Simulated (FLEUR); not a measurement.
The system is LiCl.

```
Cl Li
1.0
     0.00000    2.56477    2.56477
     2.56477    0.00000    2.56477
     2.56477    2.56477    0.00000
Cl Li
1 1
Direct
  0.50000 0.50000 0.50000
  0.00000 0.00000 0.00000
```

Program: FLEUR MaX-R8.1 (later development tree). Alike in all runs: potentials or basis all-electron, FLAPW; no spin polarisation; cell as given; k mesh 9 × 9 × 9; smearing fermi-dirac 0.05 eV.

Question: Order these runs on this cell by their band gap on the k mesh, lowest first.
A. level r2SCAN; gmax 12.7 1/bohr; muffin-tin radii Cl 2.4, Li 2.08 bohr; kmax 4.1 1/bohr
B. level PBEsol; gmax 12.7 1/bohr; muffin-tin radii Cl 2.4, Li 2.08 bohr; kmax 4.1 1/bohr
C. level PBE; gmax 13 1/bohr; muffin-tin radii Cl 2.33, Li 2.02 bohr; kmax 4.21 1/bohr

Answer: B (6.13 eV), C (6.33 eV), A (7.21 eV).

Caveats: the meta-GGA is that of a development version, with a GGA for the radial functions and cores and without core tails (some runs); an odd mesh through Γ misses points on the zone boundary, where band edges often lie (some runs).

Not every run made on this cell is shown here.
